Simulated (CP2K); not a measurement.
BN under changes of volume

One of the cells (9.476 Å³/atom); the others are scaled copies at fixed shape and fractional positions:

```xyz
2
Lattice="4.1121 0.0000 0.0000 1.1410 2.2263 0.0000 2.9711 -0.8190 2.0702" Properties=species:S:1:pos:R:3 pbc="T T T"
N     4.4924    1.2112    0.6901
B     2.9712   -0.8189    2.0701
```

Measurements of this composition are mostly on another form, of space group No. 194.

- Program: CP2K 2026.2
- Functional: PBE
- Potentials or basis: POTENTIAL_UZH N GTH-PBE-q5, B GTH-PBE-q3; TZVP-MOLOPT-PBE-GTH basis
- Density cutoff: 6123 eV
- k mesh: 13 × 13 × 13
- Occupations: fermi-dirac, width 0.05 eV
- Spin: no spin polarisation

```csv
volume (Å³/atom),energy over the lowest point (meV/atom),pressure (GPa),gap on the mesh (eV),largest force (eV/Å)
8.908,40.58,19.5,3.95,0.015
9.097,?,?,?,?
9.287,8.15,8.3,3.92,0.013
9.476,1.32,3.4,3.91,0.012
9.666,0.00,-1.1,3.89,0.009
9.855,3.77,-5.2,3.88,0.008
10.045,12.20,-8.9,3.86,0.007
```

Question: What does the run at 9.097 Å³/atom give?

Answer: Energy over the lowest point 21.05 meV/atom; pressure 13.6 GPa; gap on the mesh 3.93 eV; largest force 0.014 eV/Å.

Worked out: A Birch-Murnaghan fit of order 3 (a polynomial in V^(-2/3)) to the other rows has its minimum at 9.62 Å³/atom with B0 = V·E''(V) = 223 GPa and B' = 3.5 at fixed shape and positions, which overstates the stiffness. It gives 21.10 meV/atom at 9.097 Å³/atom, against the run's 21.05, and -dE/dV = 13.6 GPa, against 13.6. A straight line through the other rows of the gap, of slope -0.735 eV per unit of ln V, gives 3.94 eV, against the run's 3.93.

Energies are extrapolated to zero smearing.

Caveats: an odd mesh through Γ misses points on the zone boundary, where band edges often lie; the basis of atomic orbitals isn't converged, which shifts pressures, moduli and gaps.
